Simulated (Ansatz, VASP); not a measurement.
BaTe in VASP and in Ansatz

The input INCAR:

```
PREC     = Accurate       # precision mode
ENCUT    = 520            # plane-wave cutoff, eV
EDIFF    = 1E-6           # SCF threshold, eV
ISMEAR   = 0              # smearing method
SIGMA    = 0.05           # smearing width, eV
LREAL    = F              # projectors in reciprocal space
LASPH    = T              # aspherical terms in the spheres
NELM     = 100            # most SCF steps
ALGO     = Normal         # electronic algorithm
ISIF     = 2              # what is computed and relaxed
LWAVE    = F              # write WAVECAR
LCHARG   = F              # write CHGCAR
GGA      = PE             # functional
NBANDS   = 15             # bands
```

KPOINTS

```
regular mesh
0
Gamma
  8 8 8
```

The input POSCAR:

```
BaTe
1.0
    0.0000000000      3.0381175667      4.2958982393
    3.0381175667      0.0000000000      4.2958982393
    3.0381175667      3.0381175667      0.0000000000
Ba Te
1 1
Direct
    0.0000000000      0.0000000000      0.0000000000
    0.5000000000      0.5000000000      0.5000000000
```

Input for Ansatz:

```yaml
crystal:
  lattice:
    - [0.0, 3.0381175667, 4.2958982393]
    - [3.0381175667, 0.0, 4.2958982393]
    - [3.0381175667, 3.0381175667, 0.0]
  atoms:
    - { symbol: Ba, position: [0.0, 0.0, 0.0] }
    - { symbol: Te, position: [0.5, 0.5, 0.5] }
basis:
  ecutwfc: 420
kpoints:
  mp_grid: { grid: [8, 8, 8] }
hamiltonian:
  xc: pbe
scf:
  occupations: { method: gaussian, width: 0.05 }
output:
  forces: true
  stress: true
  eigenvalues: true
  write_density: true
  write_potential: true
  elf: true
  volumetric_format: npy
```

Alike in both runs: task single point; functional PBE; k mesh 8 × 8 × 8; occupations gaussian, width 0.05 eV; no spin polarisation.

|  | VASP | Ansatz |
| --- | --- | --- |
| version | VASP 6.6.1 | Ansatz 0.2.0 |
| potentials or method | VASP PAW PBE potentials, release 64 (Ba_sv, Te) | scalar-relativistic, plane waves, PAW |
| plane-wave cutoff (eV) | 520 | 420 |
| valence electrons in the cell | 16 | 26 |

Ansatz gave:

```
gap on the k mesh at the Fermi level (eV)       : 0.73
least direct gap on the mesh (eV)               : 0.83
pressure (GPa)                                  : 14.7
largest component of the traceless stress (GPa) : 17.47
```

Task: Estimate VASP's values.

Result: gap on the k mesh at the Fermi level (eV): 0.54; least direct gap on the mesh (eV): 0.66; pressure (GPa): 15.4; largest component of the traceless stress (GPa): 18.26.

The functional is the same, so the differences come from potentials, cutoffs and numerics. The two sets of potentials don't hold the same shells in valence.

Caveats: so large a pressure means that the cell lies far from this level's equilibrium, or that cutoff or potentials fall short (VASP); spin-orbit coupling is left out, which moves the levels of the heavy elements. Expect the measured gap to be larger: semilocal functionals such as PBE lack the derivative discontinuity. A k mesh can miss the band edges.
